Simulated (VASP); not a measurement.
A run of VASP 6.6.1 is set up as follows.

Contents of INCAR:

```
SYSTEM = AlP
PREC = Accurate ; ENCUT = 600
EDIFF = 1E-6 ; ISMEAR = 0
SIGMA = 0.02 ; LREAL = .FALSE.
LASPH = .TRUE. ; NELM = 100
ALGO = Normal ; ISIF = 3
LWAVE = .FALSE. ; LCHARG = .FALSE.
IBRION = 2 ; NSW = 100
EDIFFG = -0.005
```

KPOINTS

```
regular mesh
0
G
  8 8 8
  0 0 0
```

File POSCAR:

```
AlP
1.0
    0.0000000000      2.7255000000      2.7255000000
    2.7255000000      0.0000000000      2.7255000000
    2.7255000000      2.7255000000      0.0000000000
Al P
1 1
Direct
    0.0000000000      0.0000000000      0.0000000000
    0.7500000000      0.7500000000      0.7500000000
```

Potentials or basis: VASP PAW LDA potentials, release 64 (Al, P).

Run with:

```bash
$ cat potpaw_LDA.64/Al/POTCAR potpaw_LDA.64/P/POTCAR > POTCAR
$ mpirun -np 1 vasp_std > vasp.out
```

(1) Estimate the space group after relaxing (to 0.05 Å).

(2) What does it give for the relaxed cell?

(3) Estimate the band gap on the k mesh.

(4) What does it give for the relaxed volume?

## Answers

(1) F-43m (No. 216).

(2) a = 3.843 Å, b = 3.843 Å, c = 3.843 Å, α = 60.00°, β = 60.00°, γ = 60.00°.

(3) 1.42 eV, indirect (least direct gap 3.24 eV).

(4) 20.07 Å³/atom.
